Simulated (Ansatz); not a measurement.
# SnSe (Fm-3m) in Ansatz: further runs

Runs on SnSe. Level: BLYP+D3(BJ). Tasks: single point, equation of state.

Program: Ansatz 0.2.0. These are calculated values, not measurements. Logs are shortened: lines on timing, memory, paths and dates and some standing lists are left out, and cuts for length are marked.

## 1. The crystal as given

Symmetry: Fm-3m, No. 225, cubic system. The conventional cell has a = 6.020 Å, b = 6.020 Å, c = 6.020 Å, α = 90.00°, β = 90.00°, γ = 90.00°. Sn (site symmetry m-3m) has 6 Se at 3.01 Å as nearest neighbours. Se (site symmetry m-3m) has 6 Sn at 3.01 Å as nearest neighbours.

Measurements of this composition are mostly on another form, of space group No. 62.

## 2. Single point, BLYP+D3(BJ), 25.63 Å³/atom (volume scaled by 0.94)

input.yaml reads:

```yaml
crystal:
  lattice:
    - [0.0, 2.9485541872, 2.9485541872]
    - [2.9485541872, 0.0, 2.9485541872]
    - [2.9485541872, 2.9485541872, 0.0]
  atoms:
    - { symbol: Sn, position: [0.0, 0.0, 0.0] }
    - { symbol: Se, position: [0.5, 0.5, 0.5] }
hamiltonian:
  xc: blyp
  pseudopotentials: { kind: paw }
  dispersion: d3bj
kpoints:
  mp_grid: { grid: [8, 8, 8] }
scf:
  occupations: { method: fermi_dirac, width: 0.05 }
output:
  forces: true
  stress: true
  eigenvalues: true
```

Potentials or basis: Ansatz PAW.

Run with:

```sh
$ ansatz run input.yaml --threads 2 --pin off --max-ram 5120MiB --backend cpu --events-out ev --progress --plain --runs-dir out
```

What it wrote:

```text
Warning: RAYON_NUM_THREADS=2 ignored (pool sized by the plan → 2); use --threads N
Engine: ansatz 0.2.0, aarch64-unknown-linux-gnu
Pseudopotentials: kind: paw
Pseudopotential: Sn, paw, valence charge 14, recommended cutoff 420 eV (normal), Sn.paw.azcp
Pseudopotential: Se, paw, valence charge 16, recommended cutoff 420 eV (normal), Se.paw.azcp
Functional definition: BLYP
  parameter beta = 0.0042
  parameter a = 0.04918
  parameter b = 0.132
  parameter c = 0.2533
  parameter d = 0.349
  exchange = b88_x(beta = beta)
  correlation = lyp_c(a = a, b = b, c = c, d = d)
Crystal: 2 atoms, lattice volume = 51.269 Å³
Basis set: ecut = 420 eV, 965 PW (Γ), exchange–correlation on 60×60×60 points (8 copies of the dense FFT grid, shifted against one another)
Bands: 19, of which v1, the nominal top of the filled ones, is band 15 counted from 1 (14 counted from 0)
Symmetry: 48 space group operations
Space group: Fm-3m (ITA 225), of the structure as read, at distance tolerance 3.7e-5 Å
k-points: 29 of 512
Non-local potential: Sn, projectors of the file, l = 0: 2, l = 1: 2, l = 2: 2, l = 3: 2
Non-local potential: Se, projectors of the file, l = 0: 2, l = 1: 2, l = 2: 3, l = 3: 1
PAW form: soft (Blöchl's): semilocal exchange-correlation on the pseudo side does not see the compensation charge
PAW frozen core: Sn, regenerated for the run's functional, and the local potential with it (the file was generated under x = pbe(κ = 0.804, μ = 0.2195149727645171), c = pbe(β = 0.06672455060314922))
PAW frozen core: Se, regenerated for the run's functional, and the local potential with it (the file was generated under x = pbe(κ = 0.804, μ = 0.2195149727645171), c = pbe(β = 0.06672455060314922))
PAW one-centre angular grid: Sn, 590 points (default); XC on 64 Gauss nodes
PAW one-centre angular grid: Se, 590 points (default); XC on 64 Gauss nodes
Initial density: superposition of atomic densities (neutral atoms: chi_scale 0, normalization atom), corrected by the library's trained network
Initial wavefunctions: pseudopotential atomic-orbital guess
Functional: x = b88, c = lyp
SCF iter   1: F=—  HF=-11523.199813 eV  |F-HF|=—  |Δ(HF+E_count)|=         —  Δρ=8.27e-3  dr2=4.15e-2  ethr=1.77e-3  ⟨swp⟩=5.6  Hψ=2629  notcnv=0
preconditioner: auto → none  [insulator: Δε(μ)=0.586 eV  Ē_g=17.711 eV  σ=0.050 eV  W_gap=0.99  n_scr=14 (ndim 8)  ℏωp=23.2 eV  f_vac=0.009  D(μ)=0.00/eV (n_scr^D=0)  ε∞_Penn≈2.7]
SCF iter   2: F=—  HF=-11523.187645 eV  |F-HF|=—  |Δ(HF+E_count)|=   1.22e-2  Δρ=3.18e-3  dr2=5.35e-3  ethr=1.38e-4  ⟨swp⟩=2.0  Hψ=928  notcnv=0
SCF iter   3: F=—  HF=-11523.186204 eV  |F-HF|=—  |Δ(HF+E_count)|=   1.44e-3  Δρ=3.02e-4  dr2=6.51e-5  ethr=1.78e-5  ⟨swp⟩=2.6  Hψ=956  notcnv=0
SCF iter   4: F=—  HF=-11523.186154 eV  |F-HF|=—  |Δ(HF+E_count)|=   5.03e-5  Δρ=1.33e-4  dr2=5.17e-6  ethr=2.17e-7  ⟨swp⟩=2.0  Hψ=986  notcnv=0
SCF iter   5: F=—  HF=-11523.186162 eV  |F-HF|=—  |Δ(HF+E_count)|=   7.54e-6  Δρ=2.13e-5  dr2=1.88e-7  ethr=1.72e-8  ⟨swp⟩=2.0  Hψ=987  notcnv=0
SCF iter   6: F=-11523.186161 eV  HF=-11523.186161 eV  |F-HF|=1.68e-9  |Δ(HF+E_count)|=   2.38e-7  Δρ=2.82e-6  dr2=1.58e-9  ethr=3.33e-10  ⟨swp⟩=6.5  Hψ=2700  notcnv=0
SCF 1 converged in 6 iterations: F = -11523.186161 eV  dr2 = 1.58e-9
SCF converged after 6 iterations
Free energy (F): -11523.186161 eV
Harris-Foulkes:  -11523.186161 eV  (|F-HF|=1.68e-9)
Internal energy: -11523.186125 eV  (E = F + TS)
E sigma→0 (E₀):  -11523.186143 eV
Entropy (-TS):   -0.000037 eV (-0.018 meV/atom)
Fermi energy:    10.793700 eV
--- Per-component energies (eV) ---
  E_band       = -439.416305
  E_kinetic    = 307.642313
  E_local      = -3225.120699  (includes V_loc(G=0)·N_el)
  E_nonlocal   = -632.345851
  E_hartree    = 1714.632329
  E_xc         = -485.459860
  E_vxc        = -192.829182  (∫ρ·V_xc dr)
  E_paw        = -6074.721281  (= ΣΔE_a)
  E_vpaw       = -126.026734  (= ΣTr[D̂ρ^β])
  E_aug_tail   = -0.000635  (compensation charges beyond the density's cutoff)
  E_ewald      = -3126.203975
  E_disp       = -1.743544  (pairwise vdW)
  E_core_change = 0.135078  (= ΣΔE_core)
  E_smearing   = -0.000037  (= −TS)
  E_closure    = -0.000000  (closes the sum)
  Σ components = -11523.186161   (vs F -11523.186161, Δ=0.00e0)
--- Forces (eV/Å), atoms counted from 1 ---
  atom   1  Sn    -0.00000000     0.00000000     0.00000000
  atom   2  Se     0.00000000    -0.00000000    -0.00000000
  max |Σ_I F_I| component: 1.10e-29 eV/Å
--- Stress (GPa, compression-positive) ---
        3.461871       0.000000      -0.000000
        0.000000       3.461871       0.000000
       -0.000000      -0.000000       3.461871
  P = ⅓ Tr σ = 3.4619 GPa (34.619 kbar)
--- Band table (eV; the first three rows and the last of 29) ---
  k-point 0: bands = ["-37.3187", "-37.3187", "-37.3157", "-37.3157", "-37.3157", "-11.2384", "-11.2384", "-11.2361", "-11.2361", "-11.2361", "-3.8952", "5.4082", "8.0566", "8.0566", "8.0566", "14.8814", "14.8814", "14.8814", "16.4721"]
  k-point 1: bands = ["-37.3187", "-37.3187", "-37.3157", "-37.3157", "-37.3157", "-11.2398", "-11.2398", "-11.2356", "-11.2340", "-11.2340", "-3.7751", "4.7145", "8.0808", "8.0808", "8.6169", "14.0134", "14.1104", "14.1104", "16.5116"]
  k-point 2: bands = ["-37.3187", "-37.3187", "-37.3157", "-37.3157", "-37.3157", "-11.2435", "-11.2435", "-11.2346", "-11.2283", "-11.2283", "-3.4491", "3.4890", "8.1601", "8.1601", "9.4704", "12.7121", "12.8990", "12.8990", "16.8809"]
  k-point 28: bands = ["-37.3188", "-37.3187", "-37.3156", "-37.3156", "-37.3155", "-11.2658", "-11.2378", "-11.2294", "-11.2294", "-11.2138", "-2.4917", "3.2340", "5.4324", "5.4324", "9.5920", "11.9585", "15.4329", "15.4329", "17.9564"]
```

It took 1.6 s on 2 threads of Arm Neoverse N1, shared host; peak memory 0.33 GiB.

Results:

```yaml
Free_energy: -11523.1862 eV
Pressure: 3.5 GPa
Band_gap_on_the_k_mesh: 0.65 eV, direct
```

Caveat: spin-orbit coupling is left out, which moves the levels of the heavy elements; the PAW data sets come from PBE, with cores solved anew for the run's functional, which leaves a small shift of forces and pressure.

## 3. Single point, BLYP+D3(BJ), 26.18 Å³/atom (volume scaled by 0.96)

input.yaml: that of step 2 with these lines changed.

```diff
@@ -2,5 +2,5 @@
   lattice:
-    - [0.0, 2.9485541872, 2.9485541872]
-    - [2.9485541872, 0.0, 2.9485541872]
-    - [2.9485541872, 2.9485541872, 0.0]
+    - [0.0, 2.9693193375, 2.9693193375]
+    - [2.9693193375, 0.0, 2.9693193375]
+    - [2.9693193375, 2.9693193375, 0.0]
   atoms:
```

Potentials or basis: Ansatz PAW.

Run with:

```sh
$ ansatz run input.yaml --threads 2 --pin off --max-ram 5120MiB --backend cpu --events-out ev --progress --plain --runs-dir out
```

Run time: 1.6 s. Hardware: 2 threads of Arm Neoverse N1, shared host; peak memory 0.33 GiB.

Results (log left out):

* Free energy: -11523.2051 eV
* Pressure: 2.1 GPa
* Band gap on the k mesh: 0.55 eV, direct

Caveat: spin-orbit coupling is left out, which moves the levels of the heavy elements; the PAW data sets come from PBE, with cores solved anew for the run's functional, which leaves a small shift of forces and pressure.

## 4. Single point, BLYP+D3(BJ), 26.73 Å³/atom (volume scaled by 0.98)

input.yaml: that of step 3 with these lines changed.

```diff
@@ -2,5 +2,5 @@
   lattice:
-    - [0.0, 2.9693193375, 2.9693193375]
-    - [2.9693193375, 0.0, 2.9693193375]
-    - [2.9693193375, 2.9693193375, 0.0]
+    - [0.0, 2.989798049, 2.989798049]
+    - [2.989798049, 0.0, 2.989798049]
+    - [2.989798049, 2.989798049, 0.0]
   atoms:
@@ -20 +20,5 @@
   eigenvalues: true
+  write_density: true
+  write_potential: true
+  elf: true
+  volumetric_format: npy
```

Run with:

```sh
$ ansatz run input.yaml --threads 2 --pin off --max-ram 5120MiB --backend cpu --events-out ev --progress --plain --runs-dir out
```

Run time: 2.1 s. Hardware: 2 threads of Arm Neoverse N1, shared host; peak memory 0.33 GiB.

Results (log left out):

```yaml
Free_energy: -11523.2154 eV
Pressure: 0.9 GPa
Band_gap_on_the_k_mesh: 0.46 eV, direct
```

Caveat: spin-orbit coupling is left out, which moves the levels of the heavy elements; the PAW data sets come from PBE, with cores solved anew for the run's functional, which leaves a small shift of forces and pressure.

## 5. Single point, BLYP+D3(BJ), 27.27 Å³/atom

input.yaml reads:

```yaml
crystal:
  lattice:
    - [0.0, 3.01, 3.01]
    - [3.01, 0.0, 3.01]
    - [3.01, 3.01, 0.0]
  atoms:
    - { symbol: Sn, position: [0.0, 0.0, 0.0] }
    - { symbol: Se, position: [0.5, 0.5, 0.5] }
hamiltonian:
  xc: blyp
  pseudopotentials: { kind: paw }
  dispersion: d3bj
kpoints:
  mp_grid: { grid: [8, 8, 8] }
scf:
  occupations: { method: fermi_dirac, width: 0.05 }
output:
  forces: true
  stress: true
  eigenvalues: true
```

Run with:

```sh
$ ansatz run input.yaml --threads 2 --pin off --max-ram 5120MiB --backend cpu --events-out ev --progress --plain --runs-dir out
```

Run time: 1.6 s. Hardware: 2 threads of Arm Neoverse N1, shared host; peak memory 0.33 GiB.

The run converged. Its results:

```
Free energy            : -11523.2180 eV
Pressure               : -0.1 GPa
Band gap on the k mesh : 0.38 eV, direct
```

Caveat: spin-orbit coupling is left out, which moves the levels of the heavy elements; the PAW data sets come from PBE, with cores solved anew for the run's functional, which leaves a small shift of forces and pressure.

## 6. Single point, BLYP+D3(BJ), 27.82 Å³/atom (volume scaled by 1.02)

input.yaml: that of step 5 with these lines changed.

```diff
@@ -2,5 +2,5 @@
   lattice:
-    - [0.0, 3.01, 3.01]
-    - [3.01, 0.0, 3.01]
-    - [3.01, 3.01, 0.0]
+    - [0.0, 3.0299343558, 3.0299343558]
+    - [3.0299343558, 0.0, 3.0299343558]
+    - [3.0299343558, 3.0299343558, 0.0]
   atoms:
```

Potentials or basis: Ansatz PAW.

Run with:

```sh
$ ansatz run input.yaml --threads 2 --pin off --max-ram 5120MiB --backend cpu --events-out ev --progress --plain --runs-dir out
```

Wall time 1.6 s (2 threads of Arm Neoverse N1, shared host); peak memory 0.33 GiB.

Results (log left out):

```
Free energy            : -11523.2137 eV
Pressure               : -1.1 GPa
Band gap on the k mesh : 0.30 eV, direct
```

Caveat: spin-orbit coupling is left out, which moves the levels of the heavy elements; the PAW data sets come from PBE, with cores solved anew for the run's functional, which leaves a small shift of forces and pressure.

## 7. Single point, BLYP+D3(BJ), 28.36 Å³/atom (volume scaled by 1.04)

input.yaml: that of step 6 with these lines changed.

```diff
@@ -2,5 +2,5 @@
   lattice:
-    - [0.0, 3.0299343558, 3.0299343558]
-    - [3.0299343558, 0.0, 3.0299343558]
-    - [3.0299343558, 3.0299343558, 0.0]
+    - [0.0, 3.0496098055, 3.0496098055]
+    - [3.0496098055, 0.0, 3.0496098055]
+    - [3.0496098055, 3.0496098055, 0.0]
   atoms:
```

Run with:

```sh
$ ansatz run input.yaml --threads 2 --pin off --max-ram 5120MiB --backend cpu --events-out ev --progress --plain --runs-dir out
```

It took 1.6 s on 2 threads of Arm Neoverse N1, shared host; peak memory 0.33 GiB.

The run converged. Its results:

```
Free energy            : -11523.2036 eV
Pressure               : -1.8 GPa
Band gap on the k mesh : 0.23 eV, direct
```

Caveat: spin-orbit coupling is left out, which moves the levels of the heavy elements; the PAW data sets come from PBE, with cores solved anew for the run's functional, which leaves a small shift of forces and pressure.

## 8. Single point, BLYP+D3(BJ), 28.91 Å³/atom (volume scaled by 1.06)

input.yaml: that of step 7 with these lines changed.

```diff
@@ -2,5 +2,5 @@
   lattice:
-    - [0.0, 3.0496098055, 3.0496098055]
-    - [3.0496098055, 0.0, 3.0496098055]
-    - [3.0496098055, 3.0496098055, 0.0]
+    - [0.0, 3.0690345955, 3.0690345955]
+    - [3.0690345955, 0.0, 3.0690345955]
+    - [3.0690345955, 3.0690345955, 0.0]
   atoms:
```

Run with:

```sh
$ ansatz run input.yaml --threads 2 --pin off --max-ram 5120MiB --backend cpu --events-out ev --progress --plain --runs-dir out
```

Run time: 1.7 s. Hardware: 2 threads of Arm Neoverse N1, shared host; peak memory 0.33 GiB.

It converged, with:

| Property | Result |
| --- | --- |
| Free energy | -11523.1894 eV |
| Pressure | -2.2 GPa |
| Band gap on the k mesh | 0.16 eV, direct |

Caveat: spin-orbit coupling is left out, which moves the levels of the heavy elements; the PAW data sets come from PBE, with cores solved anew for the run's functional, which leaves a small shift of forces and pressure.

## 9. Equation of state, BLYP+D3(BJ)

Potentials or basis: Ansatz PAW.

This step only gathers the single runs of the series.

Results:

- Equilibrium volume: 27.19 Å³/atom
- Bulk modulus: 49 GPa
- Pressure derivative of the bulk modulus: 6.8 (rough: it moves with the points fitted)

Energy against volume, from the lowest point:
| volume (Å³/atom) | energy (meV/atom) |
| --- | --- |
| 25.635 | 15.93 |
| 26.180 | 6.45 |
| 26.725 | 1.30 |
| 27.271 | 0.00 |
| 27.816 | 2.14 |
| 28.362 | 7.20 |
| 28.907 | 14.32 |

Caveat: the potentials were made for another functional, which shifts forces and pressure.

## 10. For comparison

An earlier run on the cell as given: functional PBE; potentials or basis Ansatz PAW; cutoff 420 eV (not typed: the program's choice for these potentials); k mesh 8 × 8 × 8; occupations fermi-dirac, width 0.05 eV; no spin polarisation.

- Pressure: 0.9 GPa
- Band gap on the k mesh: 0.58 eV, direct
